## Bulk moduli from PBE: an error in volume and an error in curvature

A tetrahedral semiconductor with eight valence electrons per cell looks like the easy case for density functional theory, and a transition metal with a partly filled d band like the hard one. On that view PBE should give good bulk moduli for ZnS, GaP or BAs and stumble on W or Ta. The table shows the reverse. All five crystals with a gap come out too soft, by 8.1% on average relative to the measured value, while the six nonmagnetic metals scatter about a mean of +0.7%. The mean over all twelve rows, $-2.2\%$, hides this split.

ABINIT 10.8.3, PBE; fit.

| formula | space group | volume of the given cell (Å³/atom) | potentials or basis | wave cutoff (eV) | k-mesh | computed bulk modulus (GPa) | measured bulk modulus (GPa) | range of the values found (GPa) | what was measured, and how | source | computed over measured, less one (%) |
| --- | --- | --- | --- | --- | --- | --- | --- | --- | --- | --- | --- |
| ZnS | F-43m | 19.73 | JTH PAW PBE v2.0 | 544 | 9x9x9 | 69.9 | 76.9 | one value | B0; experimental value quoted from literature; bulk crystal | arXiv:0911.5022 (2009) | -9.1 |
| Al | Fm-3m | 16.60 | PseudoDojo NC SR PBE v0.5 standard | 544 | 11x11x11 | 79.7 | 76.9 | one value | bulk modulus; literature experiment; bulk crystal | pmc:3831299 (2013) | 3.6 |
| GaP | F-43m | 20.24 | JTH PAW PBE v2.0 | 408 | 8x8x8 | 77.6 | 87.5 | one value | zero-pressure bulk modulus, 3rd-order Birch-Murnaghan fit with K' fixed at 4.5; single-crystal XRD in diamond anvil cell; bulk crystal | arXiv:1709.06667 (2017) | -11.3 |
| Cu | Fm-3m | 11.81 | JTH PAW PBE v2.0 | 544 | 13x13x13 | 141.4 | 139 | one value | from linear fit of volume against pressure, 5 to 33 MPa; synchrotron powder XRD under pressure; powder | pmc:10161880 (2023) | 1.7 |
| BAs | F-43m | 13.63 | JTH PAW PBE v2.0 | 272 | 10x10x10 | 128.5 | 148 | one value | literature experimental value; not stated; bulk crystal | arXiv:1911.11281 (2019) | -13.2 |
| Ni | Fm-3m | 10.49 | JTH PAW PBE v2.0 | 1116 | 13x13x13 | 196.9 | 180 | one value | measured bulk modulus of fcc Ni; not stated; bulk crystal | arXiv:cond-mat/0202277 (2002) | 9.4 |
| Ta | Im-3m | 18.01 | JTH PAW PBE v2.0 | 408 | 11x11x11 | 195.3 | 194 | 194 to 198 | experimental value at ambient conditions; not stated; bulk crystal | arXiv:1910.08312 (2019) | 0.7 |
| Rh | Fm-3m | 13.67 | JTH PAW PBE v2.0 | 435 | 12x12x12 | 250.8 | 264 | one value | K0 from ultrasound; ultrasound; bulk crystal | pmc:11535440 (2024) | -5.0 |
| W | Im-3m | 15.85 | JTH PAW PBE v2.0 | 435 | 12x12x12 | 303.9 | 307 | one value | isotropic polycrystalline bulk modulus K, bounded above by the literature value in the fit; surface Brillouin spectroscopy; bulk crystal | arXiv:1710.07581 (2017) | -1.0 |
| Ir | Fm-3m | 14.06 | JTH PAW PBE v2.0 | 626 | 12x12x12 | 353.7 | 339 | one value | B0 at ambient pressure, third-order Birch-Murnaghan; high-pressure powder XRD; powder | pmc:6586894 (2019) | 4.3 |
| BN | F-43m | 5.96 | PseudoDojo NC SR PBE v0.4.1 standard | 1143 | 13x13x13 | 371.2 | 395 | 395 to 400 | isothermal B0, Vinet fit; equation-of-state measurement; bulk crystal | arXiv:1208.3664 (2012) | -6.0 |
| C | Fd-3m | 5.67 | JTH PAW PBE v2.0 | 707 | 13x13x13 | 437.5 | 442 | 441.8 to 444.8 | B0 from ultrasound; ultrasonic measurement; bulk crystal | arXiv:cond-mat/0702656 (2007) | -1.0 |

The bulk modulus $B=-V\,\mathrm dP/\mathrm dV=V\,\mathrm d^2E/\mathrm dV^2$ is the pressure $P$ needed per fractional change of the volume $V$, with $E$ the energy. The last column is the computed value over the measured one, less one. The space groups stand for zinc blende (F-43m), diamond (Fd-3m), fcc (Fm-3m) and bcc (Im-3m). ZnS, GaP, BAs, BN and C keep a gap at every volume scanned, and Ni is the only spin-polarised row, a ferromagnet with about 0.63 $\mu_\mathrm B$ per atom.

### Where on the curve the modulus is read

Each computed modulus comes from seven energies at volumes between 0.94 and 1.06 of the given cell, fitted with an equation of state. The fit returns the volume $V_0$ of lowest energy, the modulus $B_0$ there, and the pressure derivative $B'=\mathrm dB/\mathrm dP$; no measured value enters it. A least-squares fit of the third-order Birch-Murnaghan form to the same energies reproduces every listed modulus within 0.1 GPa. The listed number therefore belongs to PBE's own volume $V_0$, and this differs from the volume of the given cell.

A solid softens quickly as it expands. Since $\mathrm dP=-B\,\mathrm d\ln V$,

$$\frac{\mathrm d\ln B}{\mathrm d\ln V}=\frac{1}{B}\,\frac{\mathrm dB}{\mathrm dP}\,(-B)=-B' .$$

The fits give $B'$ between 3.7 and 5.4, so every per cent of excess volume costs four to five per cent of modulus. In a cubic crystal one per cent of volume is only a third of a per cent in lattice constant. An error in bond length that would pass unnoticed thus turns into a conspicuous error in stiffness.

### An analogy: two ways to lengthen a bond

A diatomic molecule with a Morse potential $U=D\,(1-e^{-ax})^2$, where $D$ is the depth, $a$ the inverse range and $x$ the stretch, has a force constant $U''\approx 2Da^2(1-3ax)$. Its bond can be made too long in two ways. A constant outward pull adds a term linear in $x$, which moves the minimum to a softer part of the curve and leaves the curvature at the original length untouched. Sliding the whole curve outwards keeps the force constant at the new minimum and makes the bond too stiff at the original length. The analogy sorts errors by their shape only, since metallic bonding is not a sum of pair terms and the Morse curve has no place for the cause.

For a crystal the constant pull is a spurious internal pressure, $E_\text{PBE}=E_\text{true}-P_xV$. It predicts that the PBE curve, read at the true volume, gives the true modulus. The given cells come from databases and serve here as stand-ins for the true volume, an assumption that has to be judged row by row. With the strain $f=\tfrac12[(V_0/V)^{2/3}-1]$, the Birch-Murnaghan pressure is $P=3B_0f(1+2f)^{5/2}[1+\tfrac32(B'-4)f]$, and differentiating it gives

$$B(V)=B_0(1+2f)^{5/2}\left[1+(3B'-5)f+\tfrac{27}{2}(B'-4)f^2\right].$$

For GaP the minimum lies 3.22% above the given cell and $B'=4.30$, both from its own energy curve. The steps are

$$f=\tfrac12\,(1.0322^{2/3}-1)=0.0107,\qquad (1+2f)^{5/2}=1.054,$$

$$1+7.90f+4.05f^2=1.085,\qquad B=77.6\times1.054\times1.085\approx 88.8\ \text{GPa}.$$

The measured value is 87.5 GPa, so an error of $-11.3\%$ becomes $+1.4\%$. The measurement played no part in the estimate, and the given cell lies in the middle of the scanned range.

### The s-p bonded crystals: mostly an error in volume

ZnS behaves like GaP: its minimum is 2.1% above the cell, and the error of $-9.1\%$ all but vanishes there. Diamond barely moves and is within about one per cent at either volume. Al is the useful control, because its minimum lies 0.8% below the cell, its modulus is 3.6% too high, and the same reading brings it to the measured value from the other side. ZnS, GaP and Al show the pattern of a constant pressure, while the offset of diamond is too small to test it, and the closeness of the match is finer than single reference values can support. For Al the pressure has the opposite sign. That is expected from thermal and zero-point motion, which swell a real crystal and are absent from a static curve, so this row tests the reading and not the pull of PBE.

Theory offers a reason for the outward pull. PBE multiplies the local exchange energy by a factor that grows with the reduced gradient $s\propto|\nabla n|/n^{4/3}$ of the electron density $n$. Stretching a crystal thins the density between the atoms and raises $s$ there, so the correction lowers the energy of the expanded lattice more than that of the compressed one. This explains an expansion relative to the local density approximation, whose bonds are usually too short. PBE tends to overshoot because its exchange factor rises more steeply with $s$ than the gradient expansion for slowly varying densities asks. The functional PBEsol restores that slope and usually gives smaller volumes. Atoms with large cores are expected to gain more from the correction than small ones. The offsets fit this account without proving it: the three compounds that contain Zn, Ga or As expand by two to three per cent against their cells, and diamond, an equally open network of small atoms, by only 0.3%.

Two gapped rows keep a deficit. BAs recovers 55% of it and stays 5.9% too soft at its cell. It ran with the lowest wave cutoff, 272 eV, and its directly computed pressure at the energy minimum is $-6.8$ GPa where a complete basis would give zero. That pressure does not enter the modulus, but it flags a short basis, and it is a guess, untested by any change of cutoff, that the remainder comes from there.

BN has the smoothest energy curve of all, so its $-6.0\%$ is no fitting noise. Its minimum lies 0.2% below the given cell, and the reading at the cell changes little. The measured volume is recalled as roughly 5.9 Å³ per atom, so the cell of 5.96 may itself be too large, which would hide an overexpansion from this test; that remains a guess.

### The d metals: right modulus, wrong volume

All five nonmagnetic d metals have minima above their cells, by 1.2 to 2.9%, as ZnS, GaP and BAs do. Their moduli at the minimum are nevertheless centred on the measurements, with a mean error of $+0.1\%$. Read at the given cells, all five turn too stiff, by 10.1% on average. If the cells are near the true volumes, this is the second Morse case: the curve is displaced outwards, and the good modulus at $V_0$ rests on excess stiffness offset by excess volume. The table does not show where the excess stiffness comes from.

Ta and W show this most clearly, since their fits are steady: both are within about 1% at the minimum and 6 to 7% too stiff at the cell. The measured value for W was capped at a literature value in its own analysis, which makes that agreement weak evidence. Ir is too stiff at both volumes, by 4.3% and 20%. Spin-orbit coupling was left out for this 5d element and the reference is a single compression experiment, so the functional is only one of several untested candidates.

Ni has to be read apart. Its given cell of 10.49 Å³ per atom lies well below the measured volume, recalled as roughly 11, while the computed minimum of 10.95 agrees with that. The reading at the cell is void for this row. The error of $+9.4\%$ then sits at about the right volume, on a steady fit, and, if its single reference holds, points to an error of curvature in the ferromagnetic state.

### Telling failure from noise

A modulus is a second derivative, so small ripples in the energies are magnified. Refitting each curve with one of its seven points left out moves Rh over a span of 13% of its modulus and Cu over 9%, against 0.2% for Al, ZnS and W. The $-5.0\%$ of Rh is smaller than this span, yet even the highest refit, 256.3 GPa, stays below the measured 264 GPa, so the sign of the deficit survives every refit while its size stays uncertain. The small error of Cu is within its scatter, since the lowest refit, 139.1 GPa, meets the measured value, and that reference comes from a compression of only 0.02% in volume. The stiffening of these two at their cells has a second witness in the directly computed pressures. Their slope across the neighbouring volumes gives about 147 GPa for Cu and 286 GPa for Rh, above the measured value in both cases, though a short basis may tilt the slope for Cu.

The references add their own blur. Where several values were found they span up to 2.1%, as for Ta, and most rows rest on one value from ultrasound, compression or quotation. The calculations describe a static lattice, while thermal and zero-point motion usually expand and soften a real crystal. By that argument a small positive error is natural, and the deficits of the gapped crystals understate the fault of the static curve. Errors of a few per cent in this table cannot be ranked.

### Using such a number

The product of $B'$ and the fractional offset of $V_0$ from a trusted measured volume estimates how much softening the volume alone should cause. If the modulus is too low by about that much, the volume is at fault; a clear mismatch points to the curvature, the basis or the reference value. Reading the curve at the given cell lowers the mean absolute error of the gapped crystals from 8.1 to 2.9%, with BN the one row that gets worse. It raises that of the six nonmagnetic metals from 2.7 to 8.5%, with Al the one row that improves. The reading at the cell thus suits most of the s-p bonded rows of this table and harms the d metals.

The local density approximation makes an instructive neighbour, in words only. It has no gradient factor and is well known to give shorter bonds than PBE. By the rule $\mathrm d\ln B/\mathrm d\ln V=-B'$ its moduli at its own minima should lie higher, lifting ZnS and GaP towards or past the measurements and removing the excess volume that keeps the d metals near theirs.
